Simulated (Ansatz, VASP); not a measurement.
## Al2O3: VASP beside Ansatz

Contents of INCAR:

```
SYSTEM = Al2O3
PREC = Accurate
ENCUT = 520
EDIFF = 1E-6
ISMEAR = 0
SIGMA = 0.05
LREAL = .False.
LASPH = .True.
NELM = 80
ALGO = Normal
ISIF = 2
LWAVE = .False.
LCHARG = .True.
GGA = PS
LELF = .True.
LVHAR = .True.
NBANDS = 20
```

File KPOINTS:

```
Automatic mesh
0
Gamma
  12 12 4
  0 0 0
```

POSCAR

```
Al2O3
1.0
    3.2588811475      0.0000000000      0.0000000000
   -1.6294405738      2.8222738617      0.0000000000
    0.0000000000      0.0000000000      8.1806068824
Al O
2 3
Direct
    0.0000000000      0.0000000000      0.2779510000
    0.0000000000      0.0000000000      0.7220490000
    0.3333333333      0.6666666667      0.1994540000
    0.6666666667      0.3333333333      0.8005460000
    0.0000000000      0.0000000000      0.5000000000
```

Input for Ansatz:

```yaml
crystal:
  lattice:
    - [3.2588811475, 0.0, 0.0]
    - [-1.6294405738, 2.8222738617, 0.0]
    - [0.0, 0.0, 8.1806068824]
  atoms:
    - { symbol: Al, position: [0.0, 0.0, 0.277951] }
    - { symbol: Al, position: [0.0, 0.0, 0.722049] }
    - { symbol: O, position: [0.3333333333, 0.6666666667, 0.199454] }
    - { symbol: O, position: [0.6666666667, 0.3333333333, 0.800546] }
    - { symbol: O, position: [0.0, 0.0, 0.5] }
basis:
  ecutwfc: 420
kpoints:
  mp_grid: { grid: [12, 12, 4] }
hamiltonian:
  xc: pbesol
scf:
  occupations: { method: gaussian, width: 0.05 }
output:
  forces: true
  stress: true
  eigenvalues: true
```

Change from the starting cell: strain +0.080 along x and y, +0.080 along z, atoms carried along.

Alike in both runs: task single point; functional PBEsol; k mesh 12 × 12 × 4; occupations gaussian, width 0.05 eV; no spin polarisation.

|  | VASP | Ansatz |
| --- | --- | --- |
| version | VASP 6.6.1 | Ansatz 0.2.0 |
| potentials or method | VASP PAW PBE potentials, release 64 (Al, O) | scalar-relativistic, plane waves, PAW |
| plane-wave cutoff (eV) | 520 | 420 |
| valence electrons in the cell | 24 | 24 |

VASP gave:

| Property | Result |
| --- | --- |
| gap on the k mesh at the Fermi level (eV) | 0.73 |
| least direct gap on the mesh (eV) | 0.73 |
| pressure (GPa) | -25.6 |
| largest component of the traceless stress (GPa) | 3.17 |
| rms of the force components (eV/Å) | 0.825 |

**Question.** Estimate Ansatz's values.

**Answer.** gap on the k mesh at the Fermi level (eV): 0.74; least direct gap on the mesh (eV): 0.74; pressure (GPa): -25.6; largest component of the traceless stress (GPa): 3.28; rms of the force components (eV/Å): 0.833.

Atom by atom the forces differ by 0.014 eV/Å (rms over components). The functional is the same, so the differences come from potentials, cutoffs and numerics.

Caveats: so large a pressure means that the cell lies far from this level's equilibrium, or that cutoff or potentials fall short (VASP); the potentials were made for another functional, which shifts forces and pressure (VASP). A k mesh can miss the band edges.
